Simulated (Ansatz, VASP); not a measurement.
# Cross-check of SiC (Moissanite 3C) between VASP and Ansatz, part 4 of 4

Wanted: the spread between two codes on one cell, functional and k mesh. The cell is taken from a series of runs on this material, whose earlier steps may have relaxed, scaled, displaced or heated it; both programs get it as it stands.

VASP 6.6.1 and Ansatz 0.2.0.

So far. Step 5 (VASP: single point, r2SCAN, pair 2): The run ends at a pressure of -1.17 GPa, with forces up to 2.4e-4 eV/Å.

## 8. Ansatz: single point, r2SCAN, pair 3

Level of this step: Ansatz beside VASP: Kohn-Sham DFT, plane waves, r2SCAN (Ansatz).

With cell and atoms fixed, the geometry can't cause a difference; cores, projectors, grids and the points listed under the comparison can. The cell compared in this pair holds 20.52 Å³, against 20.75 Å³ for the pair before.

The cell is taken from a series of runs on this material, whose earlier steps may have relaxed, scaled, displaced or heated it; both programs get it as it stands.

The input, input.yaml:

```yaml
crystal:
  lattice:
    - [-0.0101995963, 2.1667476042, 2.1857996699]
    - [2.1667476042, -0.0101995963, 2.1857996699]
    - [2.1565480079, 2.1565480079, 0.0]
  atoms:
    - { symbol: Si, position: [0.0004286361, 0.0004286361, -0.0004286361] }
    - { symbol: C, position: [0.7495713639, 0.7495713639, 0.7504286361] }
kpoints:
  mp_grid: { grid: [8, 8, 8] }
hamiltonian:
  xc: r2scan
  pseudopotentials: { kind: paw, azcp: { folder: soft_1 } }
scf:
  occupations: { method: gaussian, width: 0.01 }
  n_extra_bands: 8
output:
  eigenvalues: true
  eigenstates:
    kpoints:
      - [0.0, 0.5, 0.5]
      - [-1.2987e-05, 0.502758789, 0.502745802]
      - [0.002758789, 0.499987013, 0.502745802]
      - [0.002783047, 0.502783047, 0.5]
      - [0.001941575, 0.501941575, 0.503883151]
      - [-0.001959941, 0.501959941, 0.5]
      - [0.001958728, 0.503918669, 0.501941575]
      - [-0.001977094, 0.499982847, 0.501941575]
      - [0.003918669, 0.501958728, 0.501941575]
      - [-1.7153e-05, 0.498022906, 0.501941575]
      - [0.003192082, 0.503192082, 0.503170579]
      - [-2.1503e-05, 0.499978497, 0.503170579]
      - [6.507e-06, 0.503207078, 0.5]
      - [0.003207078, 0.500006507, 0.5]
      - [1.2987e-05, 0.497241211, 0.497254198]
      - [-0.002758789, 0.500012987, 0.497254198]
      - [-0.002783047, 0.497216953, 0.5]
      - [-0.001941575, 0.498058425, 0.496116849]
      - [0.001959941, 0.498040059, 0.5]
      - [-0.001958728, 0.496081331, 0.498058425]
      - [0.001977094, 0.500017153, 0.498058425]
      - [-0.003918669, 0.498041272, 0.498058425]
      - [1.7153e-05, 0.501977094, 0.498058425]
      - [-0.003192082, 0.496807918, 0.496829421]
      - [2.1503e-05, 0.500021503, 0.496829421]
      - [-6.507e-06, 0.496792922, 0.5]
      - [-0.003207078, 0.499993493, 0.5]
      - [-4.8699e-05, 0.510345458, 0.510296758]
      - [0.010345458, 0.499951301, 0.510296758]
      - [0.010436425, 0.510436425, 0.5]
      - [0.007280908, 0.507280908, 0.514561815]
      - [-0.007349779, 0.507349779, 0.5]
      - [0.007345231, 0.51469501, 0.507280908]
      - [-0.007414102, 0.499935677, 0.507280908]
      - [0.01469501, 0.507345231, 0.507280908]
      - [-6.4323e-05, 0.492585898, 0.507280908]
      - [0.011970309, 0.511970309, 0.511889672]
      - [-8.0636e-05, 0.499919364, 0.511889672]
      - [2.4403e-05, 0.512026542, 0.5]
      - [0.012026542, 0.500024403, 0.5]
      - [4.8699e-05, 0.489654542, 0.489703242]
      - [-0.010345458, 0.500048699, 0.489703242]
      - [-0.010436425, 0.489563575, 0.5]
      - [-0.007280908, 0.492719092, 0.485438185]
      - [0.007349779, 0.492650221, 0.5]
      - [-0.007345231, 0.48530499, 0.492719092]
      - [0.007414102, 0.500064323, 0.492719092]
      - [-0.01469501, 0.492654769, 0.492719092]
      - [6.4323e-05, 0.507414102, 0.492719092]
      - [-0.011970309, 0.488029691, 0.488110328]
      - [8.0636e-05, 0.500080636, 0.488110328]
      - [-2.4403e-05, 0.487973458, 0.5]
      - [-0.012026542, 0.499975597, 0.5]
      - [0.5, 0.5, 0.0]
      - [0.499987013, 0.502758789, 0.002745802]
      - [0.502758789, 0.499987013, 0.002745802]
      - [0.502783047, 0.502783047, 0.0]
      - [0.501941575, 0.501941575, 0.003883151]
      - [0.498040059, 0.501959941, 0.0]
      - [0.501958728, 0.503918669, 0.001941575]
      - [0.498022906, 0.499982847, 0.001941575]
      - [0.503918669, 0.501958728, 0.001941575]
      - [0.499982847, 0.498022906, 0.001941575]
      - [0.503192082, 0.503192082, 0.003170579]
      - [0.499978497, 0.499978497, 0.003170579]
      - [0.500006507, 0.503207078, 0.0]
      - [0.503207078, 0.500006507, 0.0]
      - [0.500012987, 0.497241211, -0.002745802]
      - [0.497241211, 0.500012987, -0.002745802]
      - [0.497216953, 0.497216953, 0.0]
      - [0.498058425, 0.498058425, -0.003883151]
      - [0.501959941, 0.498040059, 0.0]
      - [0.498041272, 0.496081331, -0.001941575]
      - [0.501977094, 0.500017153, -0.001941575]
      - [0.496081331, 0.498041272, -0.001941575]
      - [0.500017153, 0.501977094, -0.001941575]
      - [0.496807918, 0.496807918, -0.003170579]
      - [0.500021503, 0.500021503, -0.003170579]
      - [0.499993493, 0.496792922, 0.0]
      - [0.496792922, 0.499993493, 0.0]
      - [0.499951301, 0.510345458, 0.010296758]
      - [0.510345458, 0.499951301, 0.010296758]
      - [0.510436425, 0.510436425, 0.0]
      - [0.507280908, 0.507280908, 0.014561815]
      - [0.492650221, 0.507349779, 0.0]
      - [0.507345231, 0.51469501, 0.007280908]
      - [0.492585898, 0.499935677, 0.007280908]
      - [0.51469501, 0.507345231, 0.007280908]
      - [0.499935677, 0.492585898, 0.007280908]
      - [0.511970309, 0.511970309, 0.011889672]
      - [0.499919364, 0.499919364, 0.011889672]
      - [0.500024403, 0.512026542, 0.0]
      - [0.512026542, 0.500024403, 0.0]
      - [0.500048699, 0.489654542, -0.010296758]
      - [0.489654542, 0.500048699, -0.010296758]
      - [0.489563575, 0.489563575, 0.0]
      - [0.492719092, 0.492719092, -0.014561815]
      - [0.507349779, 0.492650221, 0.0]
      - [0.492654769, 0.48530499, -0.007280908]
      - [0.507414102, 0.500064323, -0.007280908]
      - [0.48530499, 0.492654769, -0.007280908]
      - [0.500064323, 0.507414102, -0.007280908]
      - [0.488029691, 0.488029691, -0.011889672]
      - [0.500080636, 0.500080636, -0.011889672]
      - [0.499975597, 0.487973458, 0.0]
      - [0.487973458, 0.499975597, 0.0]
      - [0.0, 0.0, 0.0]
      - [-1.2987e-05, 0.002758789, 0.002745802]
      - [0.002758789, -1.2987e-05, 0.002745802]
      - [0.002783047, 0.002783047, 0.0]
      - [0.001941575, 0.001941575, 0.003883151]
      - [-0.001959941, 0.001959941, 0.0]
      - [0.001958728, 0.003918669, 0.001941575]
      - [-0.001977094, -1.7153e-05, 0.001941575]
      - [0.003918669, 0.001958728, 0.001941575]
      - [-1.7153e-05, -0.001977094, 0.001941575]
      - [0.003192082, 0.003192082, 0.003170579]
      - [-2.1503e-05, -2.1503e-05, 0.003170579]
      - [6.507e-06, 0.003207078, 0.0]
      - [0.003207078, 6.507e-06, 0.0]
      - [1.2987e-05, -0.002758789, -0.002745802]
      - [-0.002758789, 1.2987e-05, -0.002745802]
      - [-0.002783047, -0.002783047, 0.0]
      - [-0.001941575, -0.001941575, -0.003883151]
      - [0.001959941, -0.001959941, 0.0]
      - [-0.001958728, -0.003918669, -0.001941575]
      - [0.001977094, 1.7153e-05, -0.001941575]
      - [-0.003918669, -0.001958728, -0.001941575]
      - [1.7153e-05, 0.001977094, -0.001941575]
      - [-0.003192082, -0.003192082, -0.003170579]
      - [2.1503e-05, 2.1503e-05, -0.003170579]
      - [-6.507e-06, -0.003207078, 0.0]
      - [-0.003207078, -6.507e-06, 0.0]
      - [-4.8699e-05, 0.010345458, 0.010296758]
      - [0.010345458, -4.8699e-05, 0.010296758]
      - [0.010436425, 0.010436425, 0.0]
      - [0.007280908, 0.007280908, 0.014561815]
      - [-0.007349779, 0.007349779, 0.0]
      - [0.007345231, 0.01469501, 0.007280908]
      - [-0.007414102, -6.4323e-05, 0.007280908]
      - [0.01469501, 0.007345231, 0.007280908]
      - [-6.4323e-05, -0.007414102, 0.007280908]
      - [0.011970309, 0.011970309, 0.011889672]
      - [-8.0636e-05, -8.0636e-05, 0.011889672]
      - [2.4403e-05, 0.012026542, 0.0]
      - [0.012026542, 2.4403e-05, 0.0]
      - [4.8699e-05, -0.010345458, -0.010296758]
      - [-0.010345458, 4.8699e-05, -0.010296758]
      - [-0.010436425, -0.010436425, 0.0]
      - [-0.007280908, -0.007280908, -0.014561815]
      - [0.007349779, -0.007349779, 0.0]
      - [-0.007345231, -0.01469501, -0.007280908]
      - [0.007414102, 6.4323e-05, -0.007280908]
      - [-0.01469501, -0.007345231, -0.007280908]
      - [6.4323e-05, 0.007414102, -0.007280908]
      - [-0.011970309, -0.011970309, -0.011889672]
      - [8.0636e-05, 8.0636e-05, -0.011889672]
      - [-2.4403e-05, -0.012026542, 0.0]
      - [-0.012026542, -2.4403e-05, 0.0]
      - [0.057744731, 0.057744731, 0.115489462]
      - [0.057731744, 0.06050352, 0.118235264]
      - [0.06050352, 0.057731744, 0.118235264]
      - [0.060527778, 0.060527778, 0.115489462]
      - [0.059686306, 0.059686306, 0.119372613]
      - [0.05578479, 0.059704672, 0.115489462]
      - [0.059703459, 0.0616634, 0.117431037]
      - [0.055767637, 0.057727578, 0.117431037]
      - [0.0616634, 0.059703459, 0.117431037]
      - [0.057727578, 0.055767637, 0.117431037]
      - [0.060936813, 0.060936813, 0.118660041]
      - [0.057723228, 0.057723228, 0.118660041]
      - [0.057751239, 0.060951809, 0.115489462]
      - [0.060951809, 0.057751239, 0.115489462]
      - [0.057757718, 0.054985942, 0.11274366]
      - [0.054985942, 0.057757718, 0.11274366]
      - [0.054961684, 0.054961684, 0.115489462]
      - [0.055803156, 0.055803156, 0.111606311]
      - [0.059704672, 0.05578479, 0.115489462]
      - [0.055786003, 0.053826062, 0.113547887]
      - [0.059721825, 0.057761884, 0.113547887]
      - [0.053826062, 0.055786003, 0.113547887]
      - [0.057761884, 0.059721825, 0.113547887]
      - [0.054552649, 0.054552649, 0.112318883]
      - [0.057766234, 0.057766234, 0.112318883]
      - [0.057738224, 0.054537653, 0.115489462]
      - [0.054537653, 0.057738224, 0.115489462]
      - [0.057696032, 0.068090189, 0.12578622]
      - [0.068090189, 0.057696032, 0.12578622]
      - [0.068181156, 0.068181156, 0.115489462]
      - [0.065025639, 0.065025639, 0.130051277]
      - [0.050394952, 0.06509451, 0.115489462]
      - [0.065089962, 0.072439741, 0.12277037]
      - [0.050330629, 0.057680408, 0.12277037]
      - [0.072439741, 0.065089962, 0.12277037]
      - [0.057680408, 0.050330629, 0.12277037]
      - [0.06971504, 0.06971504, 0.127379134]
      - [0.057664095, 0.057664095, 0.127379134]
      - [0.057769134, 0.069771273, 0.115489462]
      - [0.069771273, 0.057769134, 0.115489462]
      - [0.05779343, 0.047399273, 0.105192704]
      - [0.047399273, 0.05779343, 0.105192704]
      - [0.047308306, 0.047308306, 0.115489462]
      - [0.050463823, 0.050463823, 0.100927647]
      - [0.06509451, 0.050394952, 0.115489462]
      - [0.0503995, 0.043049721, 0.108208554]
      - [0.065158833, 0.057809054, 0.108208554]
      - [0.043049721, 0.0503995, 0.108208554]
      - [0.057809054, 0.065158833, 0.108208554]
      - [0.045774422, 0.045774422, 0.10359979]
      - [0.057825367, 0.057825367, 0.10359979]
      - [0.057720328, 0.045718189, 0.115489462]
      - [0.045718189, 0.057720328, 0.115489462]
checkpoint:
  read: start.run
  write: ck
  compress: false
  write_wavefunctions: false
  write_every: 100000
```

Run with:

```console
$ ansatz run input.yaml --threads 4 --pin off --max-ram 9216MiB --backend cpu --events-out ev --progress --plain --runs-dir out
```

Numbers of over 12 decimals in the logs are rounded to 6 here.

The log of the run:

```text
[...]
Crystal: 2 atoms, lattice volume = 20.523 Å³
Basis set: ecut = 500 eV, 531 PW (Γ), exchange–correlation on 96×96×96 points (64 copies of the dense FFT grid, shifted against one another)
Bands: 12, of which v1, the nominal top of the filled ones, is band 4 counted from 1 (3 counted from 0)
Symmetry: 4 space group operations
[...]
k-points: 95 of 512 (time reversal used)
[...]
Fermi energy:    10.342378 eV
[...]
--- Band table (eV; the first three rows and the last of 95) ---
  k-point 0: bands = [-6.7829, 9.4260, 9.4420, 9.5382, 16.3323, 17.2583, 17.4143, 17.4734, ... 4 higher]
  k-point 1: bands = [-6.4631, 7.9610, 9.2365, 9.2409, 16.5062, 17.6503, 17.7785, 18.1192, ... 4 higher]
  k-point 2: bands = [-5.5301, 5.0221, 8.7878, 8.8226, 16.0173, 17.9589, 17.9668, 19.7305, ... 4 higher]
  k-point 94: bands = [-1.7039, 1.3098, 6.0933, 6.2669, 11.2255, 14.4322, 24.6693, 24.6966, ... 4 higher]
[key lines of the parts left out:]
SCF converged after 2 iterations
Free energy (F): -891.326125 eV
```

## 9. VASP: single point, r2SCAN, pair 3

The same cell, functional, mesh and smearing now go to VASP, with its own data sets.

The input, INCAR:

```
SYSTEM = SiC
PREC = Accurate
ENCUT = 580
EDIFF = 1E-06
NELM = 120
ISMEAR = 0
SIGMA = 0.01
LREAL = .FALSE.
ALGO = Normal
METAGGA = R2SCAN
LASPH = .TRUE.
NBANDS = 10
LORBIT = 11
LWAVE = .FALSE.
LCHARG = .FALSE.
ISIF = 2
GGA_COMPAT = .FALSE.
EFERMI = MIDGAP
LMIXTAU = .TRUE.
```

The input, POSCAR:

```
SiC
1.0
   -0.0101995963      2.1667476042      2.1857996699
    2.1667476042     -0.0101995963      2.1857996699
    2.1565480079      2.1565480079      0.0000000000
Si C
1 1
Direct
    0.0004286361      0.0004286361      0.9995713639
    0.7495713639      0.7495713639      0.7504286361
```

The input, KPOINTS:

```
Automatic mesh
0
Gamma
8 8 8
0 0 0
```

The projector-augmented-wave data sets are Si and C (PBE family, release 64).

Run with:

```console
$ mpirun -np 1 vasp_std
```

The log of the run:

```text
[... set-up lines as in an earlier step ...]
 entering main loop
       N       E                     dE             d eps       ncg     rms          rms(c)
DAV:   1    -0.473637737454E+00   -0.47364E+00   -0.43985E+03  1998   0.761E+02
DAV:   2    -0.217055078201E+02   -0.21232E+02   -0.20138E+02  2532   0.118E+02
DAV:   3    -0.223348427586E+02   -0.62933E+00   -0.62849E+00  2220   0.178E+01
DAV:   4    -0.223372774162E+02   -0.24347E-02   -0.24345E-02  2186   0.140E+00
[...]
DAV:  15    -0.193242328774E+02    0.20746E-05   -0.39766E-06  2500   0.182E-02    0.605E-03
DAV:  16    -0.193242358260E+02   -0.29487E-05   -0.16867E-06  1640   0.107E-02    0.423E-03
DAV:  17    -0.193242356065E+02    0.21958E-06   -0.43582E-07   986   0.518E-03
   1 F= -.19324236E+02 E0= -.19324236E+02  d E =0.000000E+00
```

Parts of OUTCAR (step 9):

```text
  Total        0.2755314      0.2755314     -0.0484502      0.3236389      0.0000000      0.0000000
  in kB       21.5097004     21.5097004     -3.7823210     25.2652709      0.0000000      0.0000000
  external PRESSURE =      13.0790266 kB  Pullay stress =       0.0000000 kB

 POSITION                                       TOTAL-FORCE (eV/Angst)
 -----------------------------------------------------------------------------------
      2.15655      2.15655      0.00187         0.000000      0.000000     -0.000490
      3.23482      3.23482      3.27683        -0.000000     -0.000000      0.000490
 -----------------------------------------------------------------------------------
    total drift:                               -0.000000     -0.000000      0.000002

  FREE ENERGIE OF THE ION-ELECTRON SYSTEM (eV)
  ---------------------------------------------------
  free  energy   TOTEN  =       -19.3242356065 eV

  energy  without entropy=      -19.3242356065  energy(sigma->0) =      -19.32423561

[... 1 part as in an earlier step ...]

[... 2 further parts left out ...]
[key lines of the parts left out:]
E-fermi :   8.9555
```

The run ends at a pressure of 1.31 GPa, with forces up to 4.9e-4 eV/Å.

## 10. Differences

Both answers:

```
              quantity  Ansatz   VASP  difference
gap on the k mesh (eV)   1.608  1.622      -0.014
```

A gap on the mesh is an upper bound, since the band edges may lie between its points.

## 11. What came out

```
difference in gap on the k mesh (single point, r2SCAN, pair 1) : -0.014 eV
difference in gap on the k mesh (single point, r2SCAN, pair 2) : -0.013 eV
difference in gap on the k mesh (single point, r2SCAN, pair 3) : -0.014 eV
```

**Reading.** The difference in gap on the k mesh is -0.014 eV (single point, r2SCAN, pair 3), within the 0.08 eV picked in this series as the mark of a large difference. 5 further pairs of this series are not shown here. Such differences can come from data sets, numerical settings and the points named under the comparisons, not from the functional's error against experiment.

[Lines on the potential files, build, host, timing and source positions are cut from VASP's logs without a mark.]

[Logs are printed without paths, hosts, clocks, repeated set-up lines and the standing remarks that a program may print on its own settings, such as how far it seeks lower states.]

[Hosts, paths, dates, database ids (printed as entryN), source tags and the programs' standing remarks are cut or masked in the printed files.]
